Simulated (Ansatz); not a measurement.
**Mo (fcc): energy against volume**

All numbers below come from Ansatz 0.2.0, DFT, LDA (PW92), plane waves (420 eV) with PAW, scalar-relativistic. The PAW files were generated under PBE, with cores re-solved for the functional.

The cell is scaled uniformly from the relaxed one, with fractional coordinates and shape fixed. Energies are extrapolated to zero smearing, pressures are those at the given smearing. Magnetic state: spin not included.

A Birch-Murnaghan fit gives V₀ = 15.26 Å³/atom, B₀ = 267 GPa, B₀′ = 3.8.

(1) What are the energy above the minimum and the pressure at 14.024 Å³/atom?

(2) What are the energy above the minimum and the pressure at 14.634 Å³/atom?

(3) What are the energy above the minimum and the pressure at 17.072 Å³/atom?

Answers

(1) 96.3 meV/atom and 26.86 GPa as computed.

(2) 23.2 meV/atom and 12.43 GPa as computed.

(3) 149.1 meV/atom and -23.79 GPa as computed.
